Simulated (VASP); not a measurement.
# Na (P6_3/mmc) in VASP: notebook

The runs below take Na through single point, with PBE.

All numbers are computed with VASP 6.6.1; they aren't measurements. Logs are shortened: lines on timing, memory, paths and dates and some standing lists are left out, and cuts for length are marked.

### Step 1. The crystal as given

It takes space group P6_3/mmc (No. 194, hexagonal). Conventional cell: a = 3.767 Å, b = 3.767 Å, c = 6.154 Å, α = 90.00°, β = 90.00°, γ = 120.00°. Around Na (site symmetry -6m2) lie 12 Na at 3.77 Å.

This isn't the form of Na at room conditions, which is bcc.

### Step 2. Single point, PBE

The input, INCAR:

```
SYSTEM = Na
PREC     = Accurate       ! precision mode
ENCUT    = 460            ! plane-wave cutoff, eV
EDIFF    = 1E-6           ! SCF threshold, eV
ISMEAR   = 0              ! smearing method
SIGMA    = 0.2            ! smearing width, eV
LREAL    = .FALSE.        ! projectors in reciprocal space
LASPH    = .TRUE.         ! aspherical terms in the spheres
NELM     = 100            ! most SCF steps
ALGO     = Normal         ! electronic algorithm
ISIF     = 2              ! what is computed and relaxed
LWAVE    = .FALSE.        ! write WAVECAR
LCHARG   = .FALSE.        ! write CHGCAR
GGA      = PE             ! functional
NBANDS   = 14             ! bands
ADDGRID  = .TRUE.
```

The input, KPOINTS:

```
regular mesh
0
G
  5 5 3
  0 0 0
```

The input, POSCAR:

```
Na
1.0
    3.7670000000      0.0000000000      0.0000000000
   -1.8835000000      3.2623176961      0.0000000000
    0.0000000000      0.0000000000      6.1540000000
Na
2
Direct
    0.6607270000      0.3253030000      0.7651560000
    0.3322080000      0.6634530000      0.2738460000
```

Potentials or basis: VASP PAW PBE potentials, release 64 (Na_pv).

Launch:

```console
$ cat potpaw_PBE.64/Na_pv/POTCAR > POTCAR
$ mpirun -np 1 vasp_std > vasp.out
```

OUTCAR:

```text
SYSTEM = Na
   PREC = Accurate
   ENCUT = 460
   EDIFF = 1E-6
   ISMEAR = 0
   LREAL = .FALSE.
   LASPH = .TRUE.
   NELM = 100
   ISIF = 2
   GGA = PE

 Found     38 irreducible k-points:

 Following reciprocal coordinates:
            Coordinates               Weight
  0.000000  0.000000  0.000000      1.000000
  0.200000 -0.000000  0.000000      2.000000
  0.000000  0.200000  0.000000      2.000000
 -0.200000  0.200000  0.000000      2.000000
  0.400000 -0.000000  0.000000      2.000000
  0.000000  0.400000  0.000000      2.000000
   k-points           NKPTS =     38   k-points in BZ     NKDIM =     38   number of bands    NBANDS=     14
   number of dos      NEDOS =    301   number of ions     NIONS =      2
   total plane-waves  NPLWV =  37632
   dimension x,y,z NGX =    28 NGY =   28 NGZ =   48
   dimension x,y,z NGXF=    56 NGYF=   56 NGZF=   96
   ions per type =               2
   NGX,Y,Z   is equivalent  to a cutoff of  12.36, 12.36, 12.97 a.u.
   NGXF,Y,Z  is equivalent  to a cutoff of  24.71, 24.71, 25.93 a.u.
 SYSTEM =  Na
   PREC   = accura    normal or accurate (medium, high low for compatibility)
   ISTART =      0    job   : 0-new  1-cont  2-samecut
   ICHARG =      2    charge: 1-file 2-atom 10-const
   ISPIN  =      1    spin polarized calculation?
   LNONCOLLINEAR =      F non collinear calculations
   LSORBIT =      F    spin-orbit coupling
   LASPH  =      T    aspherical Exc in radial PAW
   ENCUT  =  460.0 eV  33.81 Ry    5.81 a.u.   6.59  6.59 10.76*2*pi/ulx,y,z
   NELM   =    100;   NELMIN=  2; NELMDL= -5     # of ELM steps
   EDIFF  = 0.1E-05   stopping-criterion for ELM
   LREAL  =      F    real-space projection
   EDIFFG = 0.1E-04   stopping-criterion for IOM
   NSW    =      0    number of steps for IOM
   IBRION =     -1    ionic relax: 0-MD 1-quasi-New 2-CG
   NFREE  =      0    steps in history (QN), initial steepest desc. (CG)
   ISIF   =      2    stress and relaxation
   ISYM   =      2    0-nonsym 1-usesym 2-fastsym
   POTIM  = 0.5000    time-step for ionic-motion
   TEBEG  =    0.0;   TEEND  =   0.0 temperature during run
   PSTRESS=    0.0 pullay stress
   NELECT =      14.0000    total number of electrons
   NUPDOWN=      -1.0000    fix difference up-down
   EMIN   =  10.00;   EMAX   =-10.00  energy-range for DOS
   EFERMI =   0.00;   METHOD = LEGACY
   ISMEAR =     0;   SIGMA  =   0.20  broadening in eV -4-tet -1-fermi 0-gaus
   EFERMI_NEDOS =   21; number of points for ismear=-14 and -15
   IALGO  =     38    algorithm
   IMIX   =      4    mixing-type and parameters
     AMIX     =   0.40;   BMIX     =  1.00
     AMIX_MAG =   1.60;   BMIX_MAG =  1.00
  volume/ion in A,a.u.               =      37.81       255.18
  Fermi-wavevector in a.u.,A,eV,Ry     =   0.933020  1.763153 11.844235  0.870527
  Thomas-Fermi vector in A             =   2.059678
   LORBIT       =      0    0 simple, 1 ext, 2 COOP (PROOUT), +10 PAW based schemes
   GGA     = PE    functional components
   LHFCALC =     F    Hartree Fock is set to
   AEXX    =    0.0000 exact exchange contribution
   IVDW    =     0    specifies the selected vdW correction
   LEPSILON=     F    determine dielectric tensor
   LRPA    =     F    only Hartree local field effects (RPA)
 non-spin polarized calculation
 Gauss-broadening in eV      SIGMA  =   0.20
  energy-cutoff  :      460.00
  volume of cell :       75.63
 maximum number of plane-waves:      1737
 NGX is ok and might be reduce to    28
   NGX = 13   NGY = 13   NGZ = 21

 number of electron      14.0000000 magnetization

 Free energy of the ion-electron system (eV)
  ---------------------------------------------------
  ext. energy  EPLUGINS =         0.00000000
  ---------------------------------------------------
  free energy    TOTEN  =        -2.69381867 eV

  energy without entropy =       -2.67730426  energy(sigma->0) =       -2.68556146

 E-fermi :   0.4363     XC(G=0):  -6.4502

 val. band max:       -0.2427038818   @ k =   0.4000  -0.0000   0.3333
 cond. band min:       0.4973028229   @ k =  -0.2000   0.4000   0.3333
 fundamental gap:      0.7400067047
 Fermi energy:         0.4362993640

 k-point     1 :       0.0000    0.0000    0.0000
  band No.  band energies     occupation
      1     -24.6724      2.00000
      2     -24.6449      2.00000
      3     -24.6445      2.00000
      4     -24.6401      2.00000
      5     -24.6401      2.00000
      6     -24.6398      2.00000
      7      -2.9662      2.00000
      8       0.8243      0.00607
      9       1.2084      0.00000
     10      10.1396      0.00000
     11      10.1474      0.00000
     12      10.4758      0.00000
     13      10.4895      0.00000
     14      10.6399      0.00000

 k-point     2 :       0.2000   -0.0000    0.0000
  band No.  band energies     occupation
      1     -24.6685      2.00000
      2     -24.6530      2.00000
      3     -24.6486      2.00000
      4     -24.6474      2.00000
      5     -24.6416      2.00000
      6     -24.6413      2.00000
      7      -2.3846      2.00000
      8       1.3448      0.00000
      9       1.7689      0.00000
     10       5.9185      0.00000
     11       8.3946      0.00000
     12       8.4588      0.00000
     13       9.2679      0.00000
     14      10.5034      0.00000
[... 37 lines left out ...]
      1     -24.6670      2.00000
      2     -24.6626      2.00000
      3     -24.6599      2.00000
      4     -24.6515      2.00000
      5     -24.6457      2.00000
      6     -24.6442      2.00000
      7      -0.6774      2.00000
      8       2.0096      0.00000
      9       2.9156      0.00000
     10       3.5847      0.00000
     11       5.5564      0.00000
     12       5.9731      0.00000
     13       7.4372      0.00000
     14       8.4786      0.00000

 k-point     6 :       0.0000    0.4000    0.0000
  band No.  band energies     occupation
      1     -24.6672      2.00000
      2     -24.6627      2.00000
      3     -24.6595      2.00000
      4     -24.6512      2.00000
      5     -24.6461      2.00000
      6     -24.6441      2.00000
      7      -0.6775      2.00000
      8       2.0068      0.00000
      9       2.9154      0.00000
     10       3.5914      0.00000
     11       5.5558      0.00000
     12       5.9780      0.00000
     13       7.4372      0.00000
     14       8.4593      0.00000

 [... further k-points ...]

------------------------ aborting loop because EDIFF is reached ----------------------------------------

  FORCE on cell =-STRESS in cart. coord.  units (eV):
  Direction    XX          YY          ZZ          XY          YZ          ZX
  --------------------------------------------------------------------------------------
  -------------------------------------------------------------------------------------
  Total       -0.1492163     -0.1383696     -0.0947437     -0.0031186      0.0005221      0.0002963
  in kB       -3.1611667     -2.9313789     -2.0071575     -0.0660675      0.0110605      0.0062771
  external PRESSURE =      -2.6999010 kB  Pullay stress =       0.0000000 kB

 VOLUME and BASIS-vectors are now :
 -----------------------------------------------------------------------------
  energy-cutoff  :      460.00
  volume of cell :       75.63
      direct lattice vectors                 reciprocal lattice vectors
     3.767000000  0.000000000  0.000000000     0.265463233  0.153265269  0.000000000
    -1.883500000  3.262317696  0.000000000     0.000000000  0.306530538  0.000000000
     0.000000000  0.000000000  6.154000000     0.000000000  0.000000000  0.162495938

 POSITION                                       TOTAL-FORCE (eV/Angst)
 -----------------------------------------------------------------------------------
      1.87625      1.06124      4.70877         0.001086      0.001978      0.034378
      0.00181      2.16439      1.68525        -0.001086     -0.001978     -0.034378
 -----------------------------------------------------------------------------------
    total drift:                                0.000001     -0.000001      0.000002

  FREE ENERGIE OF THE ION-ELECTRON SYSTEM (eV)
  ---------------------------------------------------
  free  energy   TOTEN  =        -2.6938186675 eV

  energy  without entropy=       -2.6773042563  energy(sigma->0) =       -2.68556146
```

stdout:

```text
POSCAR found type information on POSCAR Na
 POSCAR found :  1 types and       2 ions
 scaLAPACK will be used
 LDA part: xc-table for (Slater+PW92), standard interpolation
 POSCAR, INCAR and KPOINTS ok, starting setup
 FFT: planning ... GRIDC
 FFT: planning ... GRID_SOFT
 FFT: planning ... GRID
 WAVECAR not read
 entering main loop
```

Wall time 19 s (1 thread of Intel Xeon Platinum 8488C (Sapphire Rapids), shared host); peak memory 0.24 GiB.

These settings aren't checked as converged: the numbers below hold their error.

What came out:

```
Free energy            : -2.6938 eV
Pressure               : -0.3 GPa
Largest force          : 0.034 eV/Å
Band gap on the k mesh : none (metal or under the smearing width)
```

Caveat: the k mesh is coarse (spacing up to 0.39 Å⁻¹), so the values aren't converged.

### Step 3. Single point, PBE

INCAR, as its differences from that of step 2:

```diff
@@ -7,3 +7,3 @@
 LREAL    = .FALSE.        ! projectors in reciprocal space
-LASPH    = .TRUE.         ! aspherical terms in the spheres
+LASPH    = .FALSE.        ! aspherical terms in the spheres
 NELM     = 100            ! most SCF steps
@@ -15,2 +15,2 @@
 NBANDS   = 14             ! bands
-ADDGRID  = .TRUE.
+ADDGRID  = .FALSE.
```

KPOINTS is that of step 2.

The input, POSCAR:

```
Na
1.0
    3.7670000000      0.0000000000      0.0000000000
   -1.8835000000      3.2623176961      0.0000000000
    0.0000000000      0.0000000000      6.1540000000
Na
2
Direct
    0.6666666667      0.3333333333      0.7500000000
    0.3333333333      0.6666666667      0.2500000000
```

Potentials or basis: VASP PAW PBE potentials, release 64 (Na_pv).

Launch:

```console
$ cat potpaw_PBE.64/Na_pv/POTCAR > POTCAR
$ mpirun -np 1 vasp_std > vasp.out
```

It took 5.2 s on 1 thread of Intel Xeon Platinum 8488C (Sapphire Rapids), shared host; peak memory 0.17 GiB.

The run converged, but some of its settings lie outside the range that counts as converged, so its numbers aren't taken as properties of the crystal.

Results:

```yaml
Free_energy: -2.6948 eV
Pressure: -0.3 GPa
Band_gap_on_the_k_mesh: none (metal or under the smearing width)
```

Caveat: the k mesh is coarse (spacing up to 0.39 Å⁻¹), so the values aren't converged.
